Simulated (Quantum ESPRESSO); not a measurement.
HfO2:

```xyz
3
Lattice="0.0000 2.5575 2.5575 2.5575 0.0000 2.5575 2.5575 2.5575 0.0000" Properties=species:S:1:pos:R:3 pbc="T T T"
Hf    0.0000    0.0000    0.0000
O     3.8363    3.8363    3.8363
O     1.2788    1.2788    1.2788
```

Measurements of this composition are mostly on another form, of space group No. 14.

Program: Quantum ESPRESSO 7.5. Alike in all runs: task band structure; cell as given; k mesh 9 × 9 × 9; cutoff (eV) 1143; smearing fermi-dirac 0.05 eV.

Question: Order these runs on this cell by their pressure, lowest first.
A. level PBE; potentials or basis PseudoDojo 0.4 FR PBE standard; spin SOC, no magnetisation
B. level PBEsol; potentials or basis PseudoDojo 0.4.1 SR PBEsol standard; spin off
C. level LDA; potentials or basis PseudoDojo 0.4.1 SR LDA standard; spin off; form of the LDA correlation PW92

Answer: C (-22.1 GPa), B (-13.2 GPa), A (-4.8 GPa).

Caveats: so large a pressure means that the cell lies far from this level's equilibrium, or that cutoff or potentials fall short (some runs).
